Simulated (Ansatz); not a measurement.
**Rutile GeO2**

Method: HSE06 (PAW; Ansatz, an electronic-structure program).

Run with plane-wave cutoff 500 eV, 6×6×8 k mesh (along the axes of the cell as run), gaussian smearing 0.02 eV, scalar-relativistic PAW data made under PBE.

Cell (relaxed at this level):

```cif
data_Ge2O4
_chemical_formula_sum 'Ge2 O4'
_space_group_name_H-M_alt 'P 1'
_space_group_IT_number 1
_cell_length_a 4.40861
_cell_length_b 4.40861
_cell_length_c 2.86191
_cell_angle_alpha 90.000
_cell_angle_beta 90.000
_cell_angle_gamma 90.000
loop_
_space_group_symop_operation_xyz
  'x, y, z'
loop_
_atom_site_label
_atom_site_type_symbol
_atom_site_fract_x
_atom_site_fract_y
_atom_site_fract_z
_atom_site_occupancy
Ge1 Ge 0.00000 0.00000 0.00000 1
Ge2 Ge 0.50000 0.50000 0.50000 1
O1 O 0.30634 0.30634 0.00000 1
O2 O 0.80634 0.19366 0.50000 1
O3 O 0.19366 0.80634 0.50000 1
O4 O 0.69366 0.69366 0.00000 1
```

- band gap = 3.82 eV (on the SCF k mesh)

Measured, for comparison: band gap 4.68 eV (temperature not stated, no zero-point or thermal correction, direct (forbidden), UV absorption; as tabulated in Mengle et al. (2019), arXiv:1905.10301).

Spin–orbit coupling is not included.

Computed values are for the static lattice.

It cost roughly 17 core-minutes of CPU time.
